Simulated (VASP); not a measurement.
# HfS2: band structure with PBE0

**Experimental background.**

From “Stress-Tuned Optical Transitions in Layered 1T-MX2 (M=Hf, Zr, Sn; X=S, Se) Crystals”, 2022, pmc:9565717, for a bulk crystal of HfS2: band gap 1.96 eV (indirect).

HfS2:

```
Hf S
1.0
     3.59936    0.00000    0.00000
    -1.79968    3.11714    0.00000
     0.00000    0.00000    5.76533
Hf S
1 2
Direct
  0.00000 0.00000 0.00000
  0.66667 0.33333 0.74789
  0.33333 0.66667 0.25211
```

The cell is a database's computed one.

```
Program                            : VASP 6.6.1
Task                               : band structure
Functional                         : PBE0
Potentials or basis                : VASP PAW PBE potentials, release 64 (Hf_pv, S)
Cutoff                             : 520 eV
k mesh                             : 6 × 6 × 3
Occupations                        : gaussian, width 0.03 eV
Spin                               : no spin polarisation
Grid for exact exchange (PRECFOCK) : Fast
Exchange at q = 0                  : truncated
Further INCAR settings             : ALGO = Normal; EDIFF = 1e-06
```

* Pressure: 1.0 GPa
* Largest force: 0.280 eV/Å
* Band gap on the k mesh: 2.39 eV, indirect (least direct gap 3.40 eV)
* Band gap along the path: 2.32 eV, indirect (least direct gap 3.39 eV)

Forces on the atoms (eV/Å):
```
Hf   0.000  0.000  0.000
S    0.000  0.000  0.280
S    0.000  0.000 -0.280
```

Stress tensor (GPa, compression positive):
```
1.21 0.00 0.00
0.00 1.21 0.00
0.00 0.00 0.72
```

Levels at points of the mesh, in eV from the valence-band top:
```tsv
k point	band 9	band 10	band 11	band 12	band 13	band 14
(0.00, 0.00, 0.00)	-0.16	-0.16	0.00	3.46	3.46	4.12
(0.50, 0.00, 0.00)	-2.92	-2.51	-1.67	2.48	5.84	5.91
```

It took 3.9 min on 4 MPI ranks on Intel(R) Xeon(R) 6975P-C (Granite Rapids) (shared host), peak memory 0.23 GiB a rank.

A measured gap of HfS2 is 1.96 eV (indirect; quoted in “Stress-Tuned Optical Transitions in Layered 1T-MX2 (M=Hf, Zr, Sn; X=S, Se) Crystals”, 2022, pmc:9565717); the calculated 2.32 eV misses it by +0.36 eV. Spin-orbit coupling on Hf is left out. The value is that of PBE0, without temperature or zero-point motion. The cell is a database's relaxed one, not the measured one, which moves gaps too.

Caveat: the PAW data sets were made with another functional, which shifts forces and pressure a little; spin-orbit coupling is left out, which moves the levels of the heavy elements; this functional lacks dispersion, which binds the layers, so the pressure and a relaxed spacing across them are unreliable.
